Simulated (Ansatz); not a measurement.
TiAl3: checking dH/dP = V

All numbers below come from Ansatz 0.2.0, DFT r2SCAN, scalar-relativistic, plane waves, PAW. Run with 500 eV cutoff, 16×16×16 k-mesh, Gaussian smearing of 0.10 eV, no spin polarisation.

Starting point, cell and atoms relaxed:

```
Ti Al
1.0
    -1.91200    1.91200    4.28192
     1.91200   -1.91200    4.28192
     1.91200    1.91200   -4.28192
Ti Al
1 3
Direct
  0.00000 0.00000 0.00000
  0.50000 0.50000 0.00000
  0.75000 0.25000 0.50000
  0.25000 0.75000 0.50000
```

Cell and atoms were relaxed at each target pressure within the start's symmetry (I4/mmm), at zero temperature; other phases can be more stable under pressure. H = E + PV with P the target; E is the free energy at the smearing used, whose derivative the pressure is, per atom and counted from zero pressure. The mesh named is that at zero pressure; some other pressures ran on another.

```tsv
P (GPa)	V (Å³/atom)	E − E0 (meV)	H − H0 (meV)
0	15.654	0.0	0.0
1	15.523	0.4	97.3
4	15.147	6.1	384.3
12	14.337	45.7	1119.5
25	13.353	157.2	2240.7
50	12.058	453.0	4215.9
90	10.737	1017.3	7048.6
```

**Question.** Thermodynamics gives dH/dP = V along a relaxed path. Integrate V over P by the trapezoid rule and compare with the computed enthalpies.

**Answer.** With 1 eV/Å³ = 160.22 GPa, each step adds the mean volume times ΔP / 160.22:
```tsv
P (GPa)	∫V dP (meV)	H − H0 (meV)	difference (meV)
1	97.3	97.3	0.0
4	384.4	384.3	0.2
12	1120.5	1119.5	1.1
25	2243.9	2240.7	3.2
50	4226.4	4215.9	10.5
90	7071.9	7048.6	23.2
```

V(P) curves upward, so the trapezoid rule runs high; integrating a smooth curve through the same points puts that excess at about 23.2 meV at 90 GPa, against the 23.2 meV found.

**Question.** At 90 GPa, how much of the enthalpy change is stored energy and how much is the PV term?

**Answer.** E rises by 1017 meV/atom and PV is 90 × 10.737 / 160.22 = 6031 meV/atom, so PV makes 86 % of ΔH. So between rival structures at high pressure a small difference in volume can outweigh the difference in energy: 1 % of this volume is worth 60.3 meV/atom at this pressure.

**Question.** What bulk modulus do the lowest pressures give?

**Answer.** From the pressures that the runs reached, -0.96 GPa (15.781 Å³) and 0.94 GPa (15.523 Å³), B = −ΔP/Δln V = 1.90 / 0.0164 = 115 GPa, a mean over that range.